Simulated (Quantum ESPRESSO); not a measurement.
Something may be wrong with this Quantum ESPRESSO 7.5 calculation of Mn.

File pw.in:

```
&CONTROL
  calculation = 'scf'
  prefix = 'pwscf'
  outdir = './tmp'
  pseudo_dir = './pseudo'
  tprnfor = .true.
  tstress = .true.
  disk_io = 'nowf'
/
&SYSTEM
  ibrav = 0
  nat = 2
  ntyp = 1
  ecutwfc = 45
  ecutrho = 360
  nbnd = 25
  occupations = 'smearing'
  smearing = 'fd'
  degauss = 0.00367493
  nspin = 2
  starting_magnetization(1) = 0.2667
/
&ELECTRONS
  conv_thr = 4d-10
  electron_maxstep = 50
  mixing_beta = 0.3
/
ATOMIC_SPECIES
Mn    54.9380 mn_pbesol_v1.5.uspp.F.UPF
CELL_PARAMETERS angstrom
   2.4836457705    0.0000000000    0.0000000000
  -1.2418228853    2.1509003313    0.0000000000
   0.0000000000    0.0000000000    4.0261950000
ATOMIC_POSITIONS crystal
Mn     0.3333333333    0.6666666667    0.2500000000
Mn     0.6666666667    0.3333333333    0.7500000000
K_POINTS automatic
12 12 7
```

Potentials or basis: GBRV 1.5 PBEsol.

The run is started by

```console
$ OMP_NUM_THREADS=1 mpirun -n 2 pw.x -nk 2 -in pw.in > pw.out
```

pw.out:

```text
This program is part of the open-source Quantum ESPRESSO suite
     for quantum simulation of materials; please cite
         "P. Giannozzi et al., J. Phys.:Condens. Matter 21 395502 (2009);
         "P. Giannozzi et al., J. Phys.:Condens. Matter 29 465901 (2017);
         "P. Giannozzi et al., J. Chem. Phys. 152 154105 (2020);
     in publications or presentations arising from this work. More details at

 %%%%%%%%%%%%%%%%%%%%%%%%%%%%%%%%%%%%%%%%%%%%%%%%%%%%%%%%%%%%%%%%%%%%%%%%%%%%%%
     Error in routine card_kpoints (1):
      end of file while reading automatic k points
 %%%%%%%%%%%%%%%%%%%%%%%%%%%%%%%%%%%%%%%%%%%%%%%%%%%%%%%%%%%%%%%%%%%%%%%%%%%%%%

     stopping ...

"abort". This may have caused other processes in the application to be
```

Problem. Diagnose the run.

Solution. The input was rejected before any iteration. The input holds a flaw that was put in on purpose: k-point card without the shift.
